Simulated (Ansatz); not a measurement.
# BP (rocksalt type): the cost of one run

Method: DFT PBE, with the methods named in each step, in Ansatz 0.2.0.

### Step 1. Starting point

It takes space group Fm-3m (No. 225, cubic). Conventional cell: a = 4.309 Å, b = 4.309 Å, c = 4.309 Å, α = 90.00°, β = 90.00°, γ = 90.00°. Around B (site symmetry m-3m) lie 6 P at 2.15 Å. Around P (site symmetry m-3m) lie 6 B at 2.15 Å.

Structure file:

```cif
data_structure
_symmetry_space_group_name_H-M 'Fm-3m'
_symmetry_Int_Tables_number 225
_cell_length_a 4.3089
_cell_length_b 4.3089
_cell_length_c 4.3089
_cell_angle_alpha 90.000
_cell_angle_beta 90.000
_cell_angle_gamma 90.000
_cell_volume 80.00
loop_
_atom_site_label
_atom_site_type_symbol
_atom_site_symmetry_multiplicity
_atom_site_Wyckoff_symbol
_atom_site_fract_x
_atom_site_fract_y
_atom_site_fract_z
_atom_site_occupancy
B1 B 4 a 0.00000 0.00000 0.00000 1
P1 P 4 b 0.50000 0.00000 0.00000 1
```

The file gives the conventional cell by its symmetry; the runs use the cell typed in the input.

Whether this phase is the stable one at these pressures isn't tested.

Atoms are numbered in the order of the input: B1, P2.

### Step 2. Cell relaxed at zero pressure, PAW

File input.yaml:

```yaml
crystal:
  lattice:
    - [0.0, 2.15443469, 2.15443469]
    - [2.15443469, 0.0, 2.15443469]
    - [2.15443469, 2.15443469, 0.0]
  atoms:
    - { symbol: B, position: [0.0, 0.0, 0.0] }
    - { symbol: P, position: [0.5, 0.5, 0.5] }
kpoints:
  mp_grid: { grid: [17, 17, 17] }
scf:
  occupations: { method: fermi_dirac, width: 0.08 }
hamiltonian:
  xc: pbe
  pseudopotentials: { kind: paw }
output:
  forces: true
  stress: true
  write_density: true
  write_potential: true
  elf: true
  volumetric_format: npy
relax:
  f_tol: 0.005
  max_steps: 40
  cell: {}
```

Run with:

```bash
$ ansatz run input.yaml --threads 1 --pin off --max-ram 2048MiB --backend cpu --events-out ev --progress --plain --runs-dir out
```

Q: Estimate wall time and peak memory on 1 thread of Arm Neoverse V2, shared host.

About 6.4 s, with a peak of 0.32 GiB.
